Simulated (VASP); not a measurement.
**Be and the effect of the functional**

```yaml
crystal:
  lattice:
    - [0.00000, 1.57905, 1.57905]
    - [1.57905, 0.00000, 1.57905]
    - [1.57905, 1.57905, 0.00000]
  atoms:
    - { symbol: Be, position: [0.00000, 0.00000, 0.00000] }
```

This isn't the form of Be at room conditions, which is hcp.

Kept alike: task band structure; k mesh 14 × 14 × 14; occupations fermi-dirac, width 0.05 eV; no spin polarisation. Program: VASP, PAW files Be, 520 eV. The mesh is that of the run's cell of 1 atom. No spin-orbit coupling.

```csv
functional,pressure (GPa)
AM05,-0.56
BLYP,0.15
LDA,-5.56
PBE,-0.03
PBEsol,-0.97
PW91,-0.15
RPBE,3.11
SCAN,0.62
TPSS,0.04
r2SCAN,0.11
revPBE,2.61
```

Pressure is positive in compression; the values hold the error of the finite cutoff, so their zero can differ a little from the energy's minimum. For a metal such a mesh leaves the last digits unconverged. Runs of this series that gave no sound value for these columns are left out. Potentials were made for PBE (AM05, BLYP, PBE, PBEsol, PW91, RPBE, SCAN, TPSS, r2SCAN, revPBE); LDA (LDA).

The pressure runs from -5.56 (LDA) to 3.11 GPa (RPBE). From PBE: AM05 -0.53; BLYP +0.18; LDA -5.53; PBEsol -0.94; PW91 -0.12; RPBE +3.14; SCAN +0.65; TPSS +0.07; r2SCAN +0.14; revPBE +2.64. A positive pressure means that the functional's own cell is larger than the one given, a negative one that it is smaller.
